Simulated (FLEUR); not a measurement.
Here is a FLEUR MaX-R8.1 (later development tree) calculation.

Contents of inp.xml:

```xml
<?xml version="1.0" encoding="UTF-8" standalone="no"?>
<fleurInput fleurInputVersion="0.39">
   <comment>
      SiO2                                                                                                
   </comment>
   <calculationSetup>
      <cutoffs Kmax="6.01" Gmax="18.6" GmaxXC="18.6" numbands="0"/>
      <scfLoop itmax="60" minDistance="0.00001" maxIterBroyd="15" imix="Anderson" alpha="0.05" precondParam="0.0" spinf="2.0" sdNocoIR="T"/>
      <coreElectrons ctail="T" frcor="F" kcrel="0" coretail_lmax="0"/>
      <xcFunctional name="PBEs" relativisticCorrections="F"/>
      <magnetism jspins="1"/>
      <soc l_soc="F" theta="0.0" phi="0.0" spav="F"/>
      <expertModes spex="0" secvar="F"/>
      <geometryOptimization l_f="T" forcealpha="1.0" forcemix="BFGS" epsdisp="0.0005" epsforce="0.0002"/>
      <ldaU l_linMix="F" mixParam="0.05" spinf="1.0"/>
   </calculationSetup>
   <cell>
      <bzIntegration valenceElectrons="48.0" mode="hist" fermiSmearingEnergy="0.00183747">
         <kPointListSelection listName="default-1"/>
         <!-- k-points included here -->
         <xi:include xmlns:xi="http://www.w3.org/2001/XInclude" href="kpts.xml"> </xi:include>
      </bzIntegration>
      <!-- symmetry operations included here -->
      <xi:include xmlns:xi="http://www.w3.org/2001/XInclude" href="sym.xml"> </xi:include>
      <bulkLattice scale="1.0">
         <bravaisMatrix>
            <row-1>    7.9995300491468573     0.0000000000000000     0.0000000000000000</row-1>
            <row-2>    0.0000000000000000     7.9995300491468573     0.0000000000000000</row-2>
            <row-3>    0.0000000000000000     0.0000000000000000     5.0899678679794764</row-3>
         </bravaisMatrix>
      </bulkLattice>
   </cell>
   <atomSpecies>
      <species name="Silicon (Si)" element="Si" atomicNumber="14">
         <mtSphere radius="1.63" gridPoints="549" logIncrement="0.02"/>
         <atomicCutoffs lmax="8" lnonsphr="8"/>
         <electronConfig flipSpins="F">
            <coreConfig>(1s1/2)</coreConfig>
            <valenceConfig>(2s1/2) (2p1/2) (2p3/2) (3s1/2) (3p1/2) (3p3/2)</valenceConfig>
            <stateOccupation state="(3p1/2)" spinUp="0.333333" spinDown="0.333333"/>
            <stateOccupation state="(3p3/2)" spinUp="0.666667" spinDown="0.666667"/>
         </electronConfig>
         <energyParameters s="3" p="3" d="3" f="4"/>
         <lo type="SCLO" l="0" n="2" eDeriv="0"/>
         <lo type="SCLO" l="1" n="2" eDeriv="0"/>
         <lo type="SCLO" l="2" n="3" eDeriv="2"/>
         <lo type="SCLO" l="3" n="4" eDeriv="2"/>
      </species>
      <species name="Oxygen (O)" element="O" atomicNumber="8">
         <mtSphere radius="1.41" gridPoints="477" logIncrement="0.022"/>
         <atomicCutoffs lmax="8" lnonsphr="8"/>
         <electronConfig flipSpins="F">
            <coreConfig>(1s1/2)</coreConfig>
            <valenceConfig>(2s1/2) (2p1/2) (2p3/2)</valenceConfig>
            <stateOccupation state="(2p1/2)" spinUp="0.666667" spinDown="0.666667"/>
            <stateOccupation state="(2p3/2)" spinUp="1.333333" spinDown="1.333333"/>
         </electronConfig>
         <energyParameters s="2" p="2" d="3" f="4"/>
         <lo type="SCLO" l="0" n="2" eDeriv="2"/>
         <lo type="SCLO" l="1" n="2" eDeriv="2"/>
         <lo type="SCLO" l="2" n="3" eDeriv="2"/>
      </species>
   </atomSpecies>
   <atomGroups>
      <atomGroup species="Silicon (Si)">
         <relPos label="                   1">.0000000000 .0000000000 .0000000000</relPos>
         <relPos label="                   2">1.000/2.000 1.000/2.000 1.000/2.000</relPos>
         <force calculate="T" relaxXYZ="TTT"/>
      </atomGroup>
      <atomGroup species="Oxygen (O)">
         <relPos label="                   3">-.1931610000 .1931610000 1.000/2.000</relPos>
         <relPos label="                   4">.3068390000 .3068390000 .0000000000</relPos>
         <relPos label="                   5">.1931610000 -.1931610000 1.000/2.000</relPos>
         <relPos label="                   6">-.3068390000 -.3068390000 .0000000000</relPos>
         <force calculate="T" relaxXYZ="TTT"/>
      </atomGroup>
   </atomGroups>
   <output dos="F" band="F" slice="F">
      <checks vchk="F" cdinf="F"/>
      <bandDOS minEnergy="-.5*Htr" maxEnergy="0.5*Htr" sigma="0.015" storeEVData="T"/>
      <vacuumDOS vacdos="F" integ="F" star="F" nstars="0" locx1="0.0" locy1="0.0" locx2="0.0" locy2="0.0" nstm="0" tworkf="0.0"/>
      <unfoldingBand unfoldBand="F" supercellX="1" supercellY="1" supercellZ="1"/>
      <plotting iplot="0" polar="F">
         <plot TwoD="T" vec1="  1.0  0.0  0.0" vec2="  0.0  1.0  0.0" vec3="  0.0  0.0  1.0" zero="  0.0  0.0  0.0" file="plot"/>
      </plotting>
      <chargeDensitySlicing numkpt="0" minEigenval="0.0" maxEigenval="0.0" nnne="0" pallst="F"/>
      <specialOutput eonly="F"/>
      <moessbauerParams electricFieldGradient="T" isomerShift="T" coreHyperfine="T" valenceHyperfine="T"/>
      <magneticCircularDichroism mcd="F" energyLo="-10.0" energyUp="0.0"/>
   </output>
  <!-- We include the file relax.xml here to enable relaxations (see documentation) -->
  <xi:include xmlns:xi="http://www.w3.org/2001/XInclude" href="relax.xml"> <xi:fallback/> </xi:include>
</fleurInput>
```

The input crystal.txt:

```
SiO2
&input cartesian=F /
4.2331690000  0.0000000000  0.0000000000
0.0000000000  4.2331690000  0.0000000000
0.0000000000  0.0000000000  2.6934950000
1.8897261246
1.0 1.0 1.0

6
14 0.0000000000  0.0000000000  0.0000000000
14 0.5000000000  0.5000000000  0.5000000000
8 0.8068390000  0.1931610000  0.5000000000
8 0.3068390000  0.3068390000  0.0000000000
8 0.1931610000  0.8068390000  0.5000000000
8 0.6931610000  0.6931610000  0.0000000000

&kpt div1=6 div2=6 div3=10 gamma=T /
```

Potentials or basis: all-electron, FLAPW.

Command:

```sh
$ inpgen -f crystal.txt -profile fastHighL
$ # inp.xml edited to the form shown
$ mpirun -n 4 fleur_MPI -pe_per_kpt 1
```

Problem. What does it give for the largest force?

Solution. 0.046 eV/Å.

Problem. What does it give for the band gap on the k mesh?

Solution. 5.00 eV, direct.

Forces on the atoms (eV/Å):
```
Si   0.000  0.000  0.000
Si   0.000  0.000  0.000
O    0.032 -0.032  0.000
O    0.032  0.032  0.000
O   -0.032  0.032  0.000
O   -0.032 -0.032  0.000
```

A k mesh can miss the band edges.
